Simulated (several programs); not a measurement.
**Many methods on one cell: CdTe (F-43m)**

Measured values to be reproduced:
- bulk modulus: 42 GPa (B0 of zincblende phase; “Multiscale insight into the Cd1-xZnxTe vibrational-mechanical properties -- High-pressure experiments and ab initio calculations”; literature HP-XRD value from an equation-of-state fit; depends on B0' (about 6.4 for CdTe); 2023; arxiv:2306.14539)
- volume: 34.11 Å³ an atom (from the lattice constants; cubic lattice parameter, literature experiment; “Electronic structure, structural and optical properties of thermally evaporated CdTe thin films”; 2006; arxiv:cond-mat/0608141)

CdTe (started from an entry of an open crystallographic database), relaxed with r2SCAN in Ansatz, was computed with several methods. The symmetry is F-43m (No. 216, cubic); a = 6.560 Å in the conventional setting, 35.28 Å³ an atom. Cd is surrounded by 4 Te at 2.84 Å; Te is surrounded by 4 Cd at 2.84 Å. The values are computed, spin-unpolarised.

```cif
data_structure
_symmetry_space_group_name_H-M 'P 1'
_symmetry_Int_Tables_number 1
_cell_length_a 4.6385
_cell_length_b 4.6385
_cell_length_c 4.6385
_cell_angle_alpha 60.000
_cell_angle_beta 60.000
_cell_angle_gamma 60.000
_cell_volume 70.57
loop_
_atom_site_label
_atom_site_type_symbol
_atom_site_fract_x
_atom_site_fract_y
_atom_site_fract_z
_atom_site_occupancy
Cd1 Cd 0.00000 0.00000 0.00000 1
Te1 Te 0.25000 0.25000 0.25000 1
```

Gaps and times are for a single point on this cell; volume and bulk modulus come from each method's own relaxation or energy curve at fixed shape. Times are rough, from shared hosts (Arm Neoverse V1; Arm Neoverse V2; NVIDIA H100 80GB HBM3), and each method has its own mesh and cell size. A dagger marks a closed or tiny gap in a crystal that DFT finds insulating: a failure of the method or a wrong SCF state. PM6 (MOPAC), PM7 (MOPAC), GFN1-xTB (tblite), GFN2-xTB (tblite) treat a cluster of cells at its zone centre, which samples few k points: where these miss a band edge, the gap comes out too large for that reason alone. Gaps from k meshes are read at a limited set of points (mesh, symmetry points, PBE's band edges), so each method's own least gap may be somewhat smaller. Force fields have no electrons; where one was fitted to this phase, its volume and modulus reflect the fit. xTB and the PM methods were fitted mostly to molecules, and can miss a solid's gap by electronvolts. Minimal bases can be far off for gaps. Times of the plane-wave ladder aren't listed, since it ran on unlike processors and cards. GLLB-SC's gap includes the derivative discontinuity. G0W0 is at finite bands, cutoff and mesh. d marks a direct gap, i an indirect one (no mark: not told apart), a dash a value that wasn't computed or didn't pass its checks.

```
                               method              kind  gap (eV)  own volume (Å³/atom)  bulk modulus (GPa)  atoms computed  processor time
                               PBEsol         semilocal         –                 34.17                   –               2               –
             CdTeZnSeHgS0.sw (LAMMPS)       force field         –                 33.98                  43               2          0.11 s
              CdTe.bop.table (LAMMPS)       force field         –                 39.81                  37               2          0.12 s
            CdTeSe.bop.table (LAMMPS)       force field         –                 34.09                  37               2          0.13 s
 light PBE (260 eV and a coarse mesh)  light plane-wave    0.63 d                     –                   –               2           1.3 s
                          PM6 (MOPAC)    semi-empirical      8.05                     –                   –         cluster           1.9 s
                          PM7 (MOPAC)    semi-empirical      5.53                 32.12                 148         cluster           1.9 s
                    GFN1-xTB (tblite)     tight binding     0.00†                     –                   –         cluster           2.4 s
                                  PBE         semilocal    0.66 d                 36.23                  35               2               –
                                  LDA         semilocal    0.40 d                 32.93                   –               2               –
                    GFN2-xTB (tblite)     tight binding      2.27                 37.48                  31         cluster           3.9 s
               PBE/single zeta (GPAW)       small basis    0.72 d                     –                   –               2           4.9 s
                       PBE/SZV (CP2K)       small basis    1.01 d                 37.95                  36               2           5.9 s
                               r2SCAN         semilocal    1.16 d                 35.28                  40               2               –
                       GLLB-SC (GPAW)   model potential      1.34                     –                   –               2            12 s
G0W0@r2SCAN (180 eV screening cutoff)         many-body      1.56                     –                   –               2               –
                              PBE+SOC         semilocal    0.40 d                     –                   –               2               –
                      PBE/DZVP (CP2K)       small basis    0.73 d                 36.84                  35               2            17 s
   G0W0@PBE (260 eV screening cutoff)         many-body      1.20                     –                   –               2               –
  G0W0@PBE0 (180 eV screening cutoff)         many-body      1.97                     –                   –               2               –
                              LC-ωPBE            hybrid    6.01 d                     –                   –               2               –
 G0W0@HSE06 (180 eV screening cutoff)         many-body      1.76                     –                   –               2               –
                                 PBE0            hybrid    2.16 d                     –                   –               2               –
                                HSE06            hybrid    1.53 d                 35.50                   –               2               –
                             DDH-PBE0            hybrid    1.31 d                     –                   –               2               –
                              r2SCAN0            hybrid    2.46 d                     –                   –               2               –
                            HSE06+SOC            hybrid    1.23 d                     –                   –               2               –
```

Against HSE06 (1.53 eV) and with closed or daggered gaps left aside, the nearest gap at the points sampled is that of G0W0@r2SCAN (180 eV screening cutoff) (+0.03 eV) and the farthest that of PM6 (MOPAC) (+6.52 eV). HSE06 is only a yardstick of convenience, and nearness to it can be luck.

Volumes against r2SCAN's: PBEsol -3.1 %, CdTeZnSeHgS0.sw (LAMMPS) -3.7 %, CdTe.bop.table (LAMMPS) +12.8 %, CdTeSe.bop.table (LAMMPS) -3.4 %, PM7 (MOPAC) -9.0 %, PBE +2.7 %, LDA -6.7 %, GFN2-xTB (tblite) +6.2 %, PBE/SZV (CP2K) +7.6 %, PBE/DZVP (CP2K) +4.4 %, HSE06 +0.6 %.

Comparison with experiment:
- Bulk modulus, measured 42 GPa: CdTeZnSeHgS0.sw (LAMMPS) +1.5 %, CdTe.bop.table (LAMMPS) -10.9 %, CdTeSe.bop.table (LAMMPS) -12.1 %, PM7 (MOPAC) +253.2 %, PBE -16.3 %, GFN2-xTB (tblite) -25.8 %, PBE/SZV (CP2K) -14.5 %, r2SCAN -4.0 %, PBE/DZVP (CP2K) -17.5 %.
- Volume, measured 34.11 Å³ an atom: PBEsol +0.2 %, CdTeZnSeHgS0.sw (LAMMPS) -0.4 %, CdTe.bop.table (LAMMPS) +16.7 %, CdTeSe.bop.table (LAMMPS) -0.1 %, PM7 (MOPAC) -5.8 %, PBE +6.2 %, LDA -3.4 %, GFN2-xTB (tblite) +9.9 %, PBE/SZV (CP2K) +11.3 %, r2SCAN +3.5 %, PBE/DZVP (CP2K) +8.0 %, HSE06 +4.1 %.
The calculations are for a static lattice; samples hold vibrations, temperature and, in optical gaps, excitons. A measured value is shown where most reports agree with it, and only for the quantities listed.

Only the rows marked +SOC include spin-orbit coupling.
